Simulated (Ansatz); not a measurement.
SrO in the CsCl-type structure was relaxed with 5 functionals in the plane-wave code Ansatz, cell and atoms free, the symmetry of the start kept (meshes: PBE 8×8×8, r2SCAN 8×8×8, PBEsol 8×8×8, LDA 8×8×8, HSE06 6×6×6). Simulation only: spin-unpolarised, and no claim that this is the phase found in nature.

The r2SCAN result:
```
CELL_PARAMETERS angstrom
3.10287 0.00000 0.00000
0.00000 3.10287 0.00000
0.00000 0.00000 3.10287
ATOMIC_POSITIONS crystal
Sr 0.00000 0.00000 0.00000
O 0.50000 0.50000 0.50000
```

Space group Pm-3m (No. 221), cubic; conventional cell a = 3.103 Å, 14.94 Å³ an atom. Around Sr lie 8 O at 2.69 Å; around O lie 8 Sr at 2.69 Å.

Problem. How does the cell change with PBE?

Solution. a = 3.134 Å; the volume differs by +3.0 % from r2SCAN's. Sr has 8 O at 2.71 Å; O has 8 Sr at 2.71 Å.

Problem. What lattice does PBEsol give?

Solution. a = 3.080 Å; the volume differs by -2.2 % from r2SCAN's. Sr is surrounded by 8 O at 2.67 Å; O is surrounded by 8 Sr at 2.67 Å.

Problem. Held at the r2SCAN cell, what mean stress do LDA and PBE find, and does its sign point to their own minimum?

Solution. Yes. LDA -6.07 GPa, and its relaxed volume is -6.0 % from r2SCAN's; PBE +2.79 GPa, and its relaxed volume is +3.0 % from r2SCAN's. Compression counts positive, so a positive stress asks for a larger cell.
